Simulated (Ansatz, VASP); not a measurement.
**Al2O5: VASP beside Ansatz**

```
Al O
1.0
     5.85638   -1.52615    0.54285
     5.85638    1.52615    0.54285
    -0.24060    0.00000    3.73663
Al O
2 5
Direct
  0.13593 0.13593 0.84343
  0.86407 0.86407 0.15657
  0.00000 0.00000 0.00000
  0.63508 0.63508 0.53901
  0.36492 0.36492 0.46099
  0.30855 0.30855 0.81814
  0.69145 0.69145 0.18186
```

Change from the starting cell: species swapped into the V2O5 type (C2/m, No. 12).

Alike in both runs: functional PBE; k mesh 5 × 5 × 4; occupations gaussian, width 0.2 eV; no spin polarisation.

Ansatz relaxed the structure, and its values are those at the end. VASP's run is a single point on that final structure, the one shown.

|  | VASP | Ansatz |
| --- | --- | --- |
| version | VASP 6.6.1 | Ansatz 0.2.0 |
| potentials or method | VASP PAW PBE potentials, release 64 (Al, O) | scalar-relativistic, plane waves, PAW |
| plane-wave cutoff (eV) | 520 | 420 |
| valence electrons in the cell | 36 | 36 |

|  | VASP | Ansatz | Ansatz less VASP |
| --- | --- | --- | --- |
| gap on the k mesh at the Fermi level (eV) | 1.41 | 1.45 | +0.046 |
| least direct gap on the mesh (eV) | 1.41 | 1.45 | +0.046 |
| pressure (GPa) | 0.2 | 0.1 | -0.15 |
| rms of the force components (eV/Å) | 0.060 | 0.017 | -0.0432 |

Caveats: the k mesh is coarse (spacing up to 0.43 Å⁻¹), so the values aren't converged; an odd mesh through Γ misses points on the zone boundary, where band edges often lie.
